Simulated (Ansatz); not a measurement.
## Quasiparticle levels of SiO2 (Fm-3m)

Level of theory: G0W0@PBE, plasmon-pole screening, hard PAW set made for 700 eV (Ansatz 0.2.0-dev).

Input files:

```json
{
 "crystal": {
  "lattice": [
   [
    0.0,
    2.195375,
    2.195375
   ],
   [
    2.195375,
    0.0,
    2.195375
   ],
   [
    2.195375,
    2.195375,
    0.0
   ]
  ],
  "atoms": [
   {
    "symbol": "Si",
    "position": [
     0.0,
     0.0,
     0.0
    ]
   },
   {
    "symbol": "O",
    "position": [
     0.25,
     0.25,
     0.25
    ]
   },
   {
    "symbol": "O",
    "position": [
     0.75,
     0.75,
     0.75
    ]
   }
  ]
 },
 "basis": {
  "precision": "f64",
  "xc_grid": 2,
  "ecutwfc": 700,
  "ecutrho_ratio": 4
 },
 "kpoints": {
  "mp_grid": {
   "grid": [
    4,
    4,
    4
   ],
   "shift": [
    0,
    0,
    0
   ]
  }
 },
 "hamiltonian": {
  "xc": "pbe",
  "dispersion": "none",
  "pseudopotentials": {
   "kind": "paw",
   "azcp": {
    "O": "pseudopotentials/O.paw.azcp",
    "Si": "pseudopotentials/Si.paw.azcp"
   }
  }
 },
 "magnetization": {
  "spin_polarized": false
 },
 "scf": {
  "lower_state_search": "off",
  "max_iter": 200,
  "occupations": {
   "method": "fixed"
  },
  "convergence": {
   "dr2_threshold": "1e-10 eV"
  }
 },
 "output": {},
 "gw": {
  "n_empty_bands": 136,
  "ecut_chi": 200,
  "ecutfock_ratio": 2,
  "qp_bands": [
   "v8",
   "c2"
  ],
  "plasmon_pole_fit_frequency": 32.29
 }
}
```

Levels count from the highest filled Kohn-Sham level listed; ε_QP = ε_KS + Z(Σ − Vxc). VB is the top filled band, CB the lowest empty one. Points in brackets are given in fractions of the reciprocal vectors.

```csv
k,band,ε_KS (eV),Σx − Vxc (eV),Σc (eV),Z,ε_QP (eV)
Γ,VB,-2.49,-5.39,3.98,0.81,-3.64
Γ,CB,3.59,5.50,-4.22,0.84,4.67
"(0, -0.5, -0.5)",VB,0.00,-4.83,3.80,0.81,-0.84
"(0, -0.5, -0.5)",CB,2.15,5.21,-4.32,0.86,2.92
Γ,VB-3,-6.56,-6.41,4.69,0.78,-7.91
Γ,CB+1,6.17,6.06,-4.79,0.85,7.25
```

The gap (direct at k = (0, -0.5, -0.5)) opens from 2.15 eV to 3.75 eV.

Electronic (ion-clamped) dielectric constant on this mesh, from the head of the inverse dielectric matrix: 3.9.

The cell is a model at fixed atoms and needn't be the relaxed known crystal. The mesh is coarse, so these are values at the stated settings, not converged ones. Band sums or response are cut, so the gap isn't at its basis limit. The gap is read on the mesh, and the crystal's band edges can lie off it.
